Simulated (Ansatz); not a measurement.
input.yaml (Ansatz)

```yaml
crystal:
  lattice:
    - [0.0, 1.6558308552, 1.6558308552]
    - [1.6558308552, 0.0, 1.6558308552]
    - [1.6558308552, 1.6558308552, 0.0]
  atoms:
    - { symbol: Fe, position: [0.0, 0.0, 0.0], spin: 2.5 }
hamiltonian:
  xc: pbesol
  pseudopotentials:
    kind: paw
    azcp:
      Fe: "pseudopotentials/Fe.paw.azcp"
basis:
  ecutwfc: 420
  fft_grid_basis: typed
kpoints:
  mp_grid: { grid: [18, 18, 18], shift: [0, 0, 0] }
magnetization:
  spin_polarized: true
scf:
  occupations: { method: fermi_dirac, width: 0.05 }
  lower_state_search: "off"
output:
  stress: true
```

Terminal output

```
Warning: the record states the generating functional pbe (its physics header spells it `PBE`), which answers neither for hamiltonian.xc's functional nor for the pbesol family's — results may be inconsistent (PPs are generated against a specific XC)
Engine: ansatz 0.2.0, x86_64-unknown-linux-gnu
Pseudopotentials: kind: paw
Pseudopotential: Fe, paw, valence charge 16, recommended cutoff 420 eV (normal) 
Functional definition: PBEsol
  exchange = pbesol_x
  correlation = pbesol_c
Crystal: 1 atoms, lattice volume = 9.080 Å³
Basis set: ecut = 420 eV, 169 PW (Γ)
Bands: 14, of which v1, the nominal top of the filled ones, is band 8 counted from 1 (7 counted from 0)
Symmetry: 48 space group operations
Space group: Fm-3m (ITA 225), of the structure as read, at distance tolerance 2.1e-5 Å
Magnetic group: BNS 225.116 (UNI 1618), of the structure as read, at distance tolerance 2.1e-5 Å
k-points: 195 of 5832
Non-local potential: Fe, projectors of the file, l = 0: 3, l = 1: 2, l = 2: 3, l = 3: 1
PAW form: soft (Blöchl's): semilocal exchange-correlation on the pseudo side does not see the compensation charge
PAW frozen core: Fe, regenerated for the run's functional, and the local potential with it (the file was generated under x = pbe(κ = 0.804, μ = 0.2195149727645171), c = pbe(β = 0.06672455060314922))
PAW one-centre angular grid: Fe, 590 points (default); XC on 64 Gauss nodes
Initial density: superposition of atomic densities (chi_scale 0.1, normalization cell)
Starting moments: Σ|m| = 2.5 μB on 1 of 1 site
Initial wavefunctions: pseudopotential atomic-orbital guess
Functional: x = pbesol(κ = 0.804, μ = 0.12345679012345678), c = pbesol(β = 0.046)
SCF iter   1: F=—  HF=-4448.535137 eV  |F-HF|=—  |Δ(HF+E_count)|=         —  Δρ=1.80e-1 (↑1.80e-1 ↓7.08e-2)  dr2=1.02e0  dr2_m=1.16e0  M=1.433 μB ∫|m|=1.445 μB  β_m=0.30  ethr=3.10e-3  ⟨swp⟩=5.5  Hψ=27166  notcnv=0
SCF iter   2: F=—  HF=-4448.435189 eV  |F-HF|=—  |Δ(HF+E_count)|=   9.99e-2  Δρ=8.55e-2 (↑8.55e-2 ↓8.07e-2)  dr2=7.37e-3  dr2_m=5.72e-1  M=1.409 μB ∫|m|=1.426 μB  β_m=0.30  ethr=3.10e-3  ⟨swp⟩=2.4  Hψ=10809  notcnv=0  defer=346
SCF iter   3: F=—  HF=-4448.498412 eV  |F-HF|=—  |Δ(HF+E_count)|=   6.32e-2  Δρ=7.87e-2 (↑7.87e-2 ↓6.87e-2)  dr2=1.02e-2  dr2_m=4.50e-1  M=1.296 μB ∫|m|=1.320 μB  β_m=0.30  ethr=4.60e-5  ⟨swp⟩=2.3  Hψ=9716  notcnv=0  defer=346
SCF iter   4: F=—  HF=-4448.541218 eV  |F-HF|=—  |Δ(HF+E_count)|=   4.28e-2  Δρ=6.42e-2 (↑5.95e-2 ↓6.42e-2)  dr2=1.77e-3  dr2_m=3.18e-1  M=1.220 μB ∫|m|=1.247 μB  β_m=0.30  ethr=4.60e-5  ⟨swp⟩=2.6  Hψ=9784  notcnv=0  defer=346
SCF iter   5: F=—  HF=-4448.578810 eV  |F-HF|=—  |Δ(HF+E_count)|=   3.76e-2  Δρ=5.62e-2 (↑5.62e-2 ↓5.58e-2)  dr2=2.58e-5  dr2_m=2.61e-1  M=1.131 μB ∫|m|=1.161 μB  β_m=0.30  ethr=1.11e-5  ⟨swp⟩=1.8  Hψ=6997  notcnv=0  defer=346
SCF iter   6: F=—  HF=-4448.606584 eV  |F-HF|=—  |Δ(HF+E_count)|=   2.78e-2  Δρ=5.10e-2 (↑5.08e-2 ↓5.10e-2)  dr2=8.87e-6  dr2_m=2.15e-1  M=1.050 μB ∫|m|=1.082 μB  β_m=0.30  ethr=1.61e-7  ⟨swp⟩=2.6  Hψ=9979  notcnv=0  defer=346
SCF iter   7: F=—  HF=-4448.627789 eV  |F-HF|=—  |Δ(HF+E_count)|=   2.12e-2  Δρ=4.67e-2 (↑4.67e-2 ↓4.55e-2)  dr2=1.09e-4  dr2_m=1.77e-1  M=0.979 μB ∫|m|=1.012 μB  β_m=0.30  ethr=5.54e-8  ⟨swp⟩=2.4  Hψ=8874  notcnv=0  defer=346
...
SCF iter  18: F=—  HF=-4448.724442 eV  |F-HF|=—  |Δ(HF+E_count)|=   2.48e-5  Δρ=2.22e-4 (↑2.22e-4 ↓1.95e-4)  dr2=9.16e-8  dr2_m=3.52e-6  M=-0.008 μB ∫|m|=0.008 μB  β_m=0.91  ethr=6.25e-10  ⟨swp⟩=3.7  Hψ=21320  notcnv=0
SCF iter  19: F=—  HF=-4448.724445 eV  |F-HF|=—  |Δ(HF+E_count)|=   2.95e-6  Δρ=6.07e-5 (↑4.55e-5 ↓6.07e-5)  dr2=1.52e-8  dr2_m=2.33e-7  M=-0.002 μB ∫|m|=0.002 μB  β_m=0.95  ethr=5.73e-10  ⟨swp⟩=4.4  Hψ=16995  notcnv=0
iter 20 did not close the SCF: its close was put off for a magnetic moment that had not settled (scf_convergence_deferred on its scf_iter line)
SCF iter  20: F=-4448.724445 eV  HF=-4448.724445 eV  |F-HF|=1.09e-9  |Δ(HF+E_count)|=   2.69e-7  Δρ=2.15e-5 (↑1.43e-5 ↓2.15e-5)  dr2=3.43e-9  dr2_m=2.64e-8  M=-0.001 μB ∫|m|=0.001 μB  β_m=0.98  ethr=9.47e-11  ⟨swp⟩=4.0  Hψ=15611  notcnv=0
SCF iter  21: F=-4448.724445 eV  HF=-4448.724445 eV  |F-HF|=9.09e-12  |Δ(HF+E_count)|=   3.50e-8  Δρ=4.92e-7 (↑1.30e-7 ↓4.92e-7)  dr2=8.02e-12  dr2_m=7.37e-12  M=0.000 μB ∫|m|=0.000 μB  ethr=2.14e-11  ⟨swp⟩=1.7  Hψ=16569  notcnv=0
WARN: the starting moments were not kept: the SCF closed with an absolute magnetisation of 1.0e-5 μB, where they sum to 2.5 μB in size (1 site). That is at most 0.1 of that sum. Measured as dr2_m measures the in/out step, that magnetisation stands 2.2e-10 eV from none, at or under the dr2_threshold of 1.0e-7 eV: it is no larger than a step whose dr2_m would equal this threshold. The system may hold no moment; this SCF shows only that its start led to no more than that. To try another start: raise the starting moments (crystal.atoms[].spin, magnetization.per_species, magnetization.initial_magnetization, or on a non-collinear deck that types none of these the spinor_matrix: blocks that start its atoms; where the total moment is fixed, keep their sum and leave initial_magnetization as it is; typed ones take the place of any that the run laid by itself, positive ones on a crystal's lanthanoids without a Hubbard term where scf.initial_density.shell_occupations: [] is typed) or, if the notice of its spin-set hold's release reads "site moments contracting" or "site moments show no strong build", lengthen the hold (scf.mixing.spin_hold: { on: { confirm: 4 } }; for m-r²SCAN on two components see the key's manual first). Each may lead to a state that holds a moment. A second SCF, from the converged charge density, with the starting moments and any scf.initial_density.shell_occupations laid on it anew, would have followed, and was not run: the deck does not ask for one (magnetization.retry_lost_moments is false, the default). To let it run, set magnetization.retry_lost_moments: true and run the deck again, where that key's refused combinations let it; where memory then withholds it, that run's warning says so.
SCF 1 converged in 21 iterations: F = -4448.724445 eV  dr2 = 8.02e-12
SCF converged after 21 iterations
Magnetization: 0.0000 μB (8.0000 up, 8.0000 down)
Absolute magnetization: 0.0000 μB (∫|ρ↑−ρ↓|, with the PAW one-centre terms)
Spin contamination: 0.0000 ħ² per cell (⟨S²⟩ above its minimum at these occupations)
Per-site moments (μB) at R_I (Å): [(1.0647389282217716e-5, 0.9659506116231181)]
Free energy (F): -4448.724445 eV
Harris-Foulkes:  -4448.724445 eV  (|F-HF|=9.09e-12)
Internal energy: -4448.712336 eV  (E = F + TS)
E sigma→0 (E₀):  -4448.718391 eV
Entropy (-TS):   -0.012109 eV (-12.109 meV/atom)
Fermi energy:    23.912770 eV
--- Per-component energies (eV) ---
  E_band       = -132.488659
  E_kinetic    = 360.280390
  E_local      = -1779.942337  (includes V_loc(G=0)·N_el)
  E_nonlocal   = 213.786806
  E_hartree    = 761.363652
  E_xc         = -120.429818
  E_vxc        = -155.849395  (∫ρ·V_xc dr)
  E_paw        = -1332.177819  (= ΣΔE_a)
  E_vpaw       = -293.492092  (= ΣTr[D̂ρ^β])
  E_aug_tail   = 0.000823  (compensation charges beyond the density's cutoff)
  E_ewald      = -2551.773236
  E_core_change = 0.179202  (= ΣΔE_core)
  E_smearing   = -0.012109  (= −TS)
  E_closure    = 0.000000  (closes the sum)
  Σ components = -4448.724445   (vs F -4448.724445, Δ=0.00e0)
--- Stress (GPa, compression-positive) ---
       32.283400       0.000000       0.000000
        0.000000      32.283400      -0.000000
        0.000000      -0.000000      32.283400
  P = ⅓ Tr σ = 32.2834 GPa (322.834 kbar)
```
